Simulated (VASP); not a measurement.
**VASP inputs for SnSe2 (strained 1T (CdI2) bulk)**

INCAR

```
SIGMA = 0.02
IBRION = -1
NSW = 0
ENCUT = 520
NELM = 120
EDIFF = 1E-7
LASPH = .TRUE.
ISMEAR = -1
LREAL = .FALSE.
LWAVE = .FALSE.
ISIF = 2
GGA = PE
LCHARG = .FALSE.
NBANDS = 20
PREC = Accurate
```

KPOINTS

```
KPOINTS created by Atomic Simulation Environment
0
Gamma
12 12 4
0 0 0
```

KPOINTS_OPT

```
special points
8
Reciprocal
0.0000000000 0.0000000000 0.0000000000 1
0.5000000000 0.0000000000 0.0000000000 1
0.3333333333 0.3333333333 0.0000000000 1
0.0000000000 0.0000000000 0.5000000000 1
0.5000000000 0.0000000000 0.5000000000 1
0.3333333333 0.3333333333 0.5000000000 1
0.0833333333 0.0833333333 0.0000000000 1
0.5000000000 0.0000000000 0.3500000000 1
```

POSCAR

```
Sn Se
 1.0000000000000000
     3.9119802189675466    0.0000000000000000    0.0000000000000000
    -1.9559901094837733    3.3878742487281062    0.0000000000000000
     0.0000000000000000    0.0000000000000000    6.2270790414999997
 Sn  Se
   1   2
Cartesian
  0.0000000000000000  0.0000000000000000  0.0000000000000000
 -0.0000000000000001  2.2585828324854038  1.5512358084145701
  1.9559901094837726  1.1292914162427019  4.6758432330854296
```

VASP ran with the recommended PBE PAW datasets (26 valence electrons in the cell).

Question: What does this run give?

Answer: gap between bands v and c 0.62 eV; least direct gap 0.71 eV; pressure 0.8 GPa; largest force 0.24 eV/Å.

Band v is the last that the valence electrons fill when counted band by band, and c is the next. Levels in eV from the top of v:

```json
{"point": "Γ", "v−1": "-0.48", "v": "-0.04", "c": "0.67", "c+1": "2.76"}
{"point": "M", "v−1": "-1.12", "v": "-0.37", "c": "0.98", "c+1": "3.63"}
{"point": "K", "v−1": "-1.42", "v": "-1.42", "c": "1.24", "c+1": "6.28"}
{"point": "A", "v−1": "-0.34", "v": "-0.34", "c": "2.01", "c+1": "2.67"}
{"point": "L", "v−1": "-0.82", "v": "-0.73", "c": "0.71", "c+1": "4.13"}
{"point": "H", "v−1": "-0.37", "v": "-0.37", "c": "2.20", "c+1": "4.61"}
```
